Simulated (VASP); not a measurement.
Wanted: the native input for a VASP 6.6.1 run.

- Task: relaxation of cell and atoms
- Functional: MS2
- Potentials or basis: VASP PAW PBE potentials, release 64 (Pb_d)
- Cutoff: 600 eV
- k mesh: 7 × 7 × 7
- Occupations: methfessel-paxton, width 0.1 eV
- Spin: no spin polarisation
- Further INCAR settings: ALGO = Normal; EDIFF = 1e-06; IBRION = 2; EDIFFG = -0.005; NSW = 40; ISIF = 3

The structure of Pb lies in POSCAR:

```
Pb
1.0
    0.0193336300      2.4628699300      2.4528113600
    2.5028571400     -0.0067465600      2.4788915500
    2.4813249000      2.4674178800      0.0147856800
Pb
1
Direct
    0.0000000000      0.0000000000      0.0000000000
```

The cell isn't the ideal one: cell sheared at random, sigma 0.01, atoms nudged by 0.01 Å.

One way to write it, as run:

INCAR

```
ALGO = Normal
EDIFF = 1E-6
EDIFFG = -0.005
ENCUT = 600
IBRION = 2
ISIF = 3
ISMEAR = 1
LASPH = True
LCHARG = False
LMIXTAU = True
LREAL = False
LWAVE = False
METAGGA = MS2
NELM = 80
NSW = 40
PREC = Accurate
SIGMA = 0.1
```

KPOINTS

```
k-points
0
Gamma
  7 7 7
```

Potentials or basis: VASP PAW PBE potentials, release 64 (Pb_d).

The run is started by

```sh
$ cat potpaw_PBE.64/Pb_d/POTCAR > POTCAR
$ mpirun -np 1 vasp_std > vasp.out
```

Results of the run:

```yaml
Relaxed_volume: 30.28 Å³/atom
Relaxed_cell: a = 3.489 Å, b = 3.489 Å, c = 3.519 Å, α = 59.71°, β = 59.73°, γ = 60.57°
Space_group_after_relaxing_to_0.05_Å: I4/mmm (No. 139)
Energy_gained_by_relaxing: 1.4 meV/atom
Ionic_steps: 16
Pressure_after_relaxing: 0.0 GPa
Band_gap_on_the_k_mesh: none (metal or under the smearing width)
```

Caveat: the PAW data sets were made with another functional, which shifts forces and pressure a little.

Wall time 19 min on 1 thread of Intel(R) Xeon(R) Platinum 8488C (Sapphire Rapids) (shared host), peak memory 0.23 GiB.
